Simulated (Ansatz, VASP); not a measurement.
This is a calculation of Al2Pt for VASP 6.6.1. 

Contents of INCAR:

```
SYSTEM = Al2Pt
PREC     = Accurate       ! precision mode
ENCUT    = 600            ! plane-wave cutoff, eV
EDIFF    = 1E-6           ! SCF threshold, eV
ISMEAR   = -1             ! smearing method
SIGMA    = 0.05           ! smearing width, eV
LREAL    = .False.        ! projectors in reciprocal space
LASPH    = .True.         ! aspherical terms in the spheres
NELM     = 80             ! most SCF steps
ALGO     = Normal         ! electronic algorithm
ISIF     = 3              ! what is computed and relaxed
LWAVE    = .False.        ! write WAVECAR
LCHARG   = .False.        ! write CHGCAR
GGA      = PE             ! functional
IBRION   = 2              ! ionic algorithm
NSW      = 60             ! ionic steps
EDIFFG   = -0.005         ! ionic threshold
```

Contents of KPOINTS:

```
regular mesh
0
Gamma
  8 8 8
  0 0 0
```

The input POSCAR:

```
Al2Pt
1.0
    0.0000000000      2.9550000000      2.9550000000
    2.9550000000      0.0000000000      2.9550000000
    2.9550000000      2.9550000000      0.0000000000
Pt Al
1 2
Direct
    0.0000000000      0.0000000000      0.0000000000
    0.7500000000      0.7500000000      0.7500000000
    0.2500000000      0.2500000000      0.2500000000
```

Potentials or basis: VASP PAW PBE potentials, release 64 (Pt, Al).

Launch:

```sh
$ cat potpaw_PBE.64/Pt/POTCAR potpaw_PBE.64/Al/POTCAR > POTCAR
$ mpirun -np 1 vasp_std > vasp.out
```

Translate it to Ansatz 0.2.0. Potentials or basis there: Ansatz PAW, cutoff 420 eV.

As run (cutoffs and basis follow the program's own potentials, and thresholds, step limits or extra output files can differ):

File input.yaml:

```yaml
crystal:
  lattice:
    - [0.0, 2.955, 2.955]
    - [2.955, 0.0, 2.955]
    - [2.955, 2.955, 0.0]
  atoms:
    - { symbol: Pt, position: [0.0, 0.0, 0.0] }
    - { symbol: Al, position: [0.75, 0.75, 0.75] }
    - { symbol: Al, position: [0.25, 0.25, 0.25] }
hamiltonian:
  xc: pbe
  pseudopotentials: { kind: paw }
kpoints:
  mp_grid: { grid: [8, 8, 8] }
scf:
  occupations: { method: fermi_dirac, width: 0.05 }
output:
  forces: true
  stress: true
  eigenvalues: true
relax:
  f_tol: 0.01
  max_steps: 40
  cell: { stress_tol: 0.05 }
```

Potentials or basis: Ansatz PAW.

Command:

```sh
$ ansatz run input.yaml --threads 2 --pin off --max-ram 5632MiB --backend cpu --events-out ev --progress --plain --runs-dir out
```

Both were run:

|  | VASP | Ansatz |
| --- | --- | --- |
| Relaxed volume | 17.50 Å³/atom | 17.53 Å³/atom |
| Relaxed cell | a = 4.203 Å, b = 4.203 Å, c = 4.203 Å, α = 60.00°, β = 60.00°, γ = 60.00° | a = 4.205 Å, b = 4.205 Å, c = 4.205 Å, α = 60.00°, β = 60.00°, γ = 60.00° |
| Space group after relaxing | Fm-3m (No. 225) | Fm-3m (No. 225) |
| Pressure after relaxing | 0.0 GPa | 0.0 GPa |

Ansatz's pressure holds a Pulay term of +0.06 GPa for its cutoff of 420 eV, which the other run lacks.

The potentials hold 16 and 24 valence electrons a cell.

Where Ansatz's input types no cutoff or centring, it takes its own default and a Γ-centred mesh.

Pressure is positive in compression.
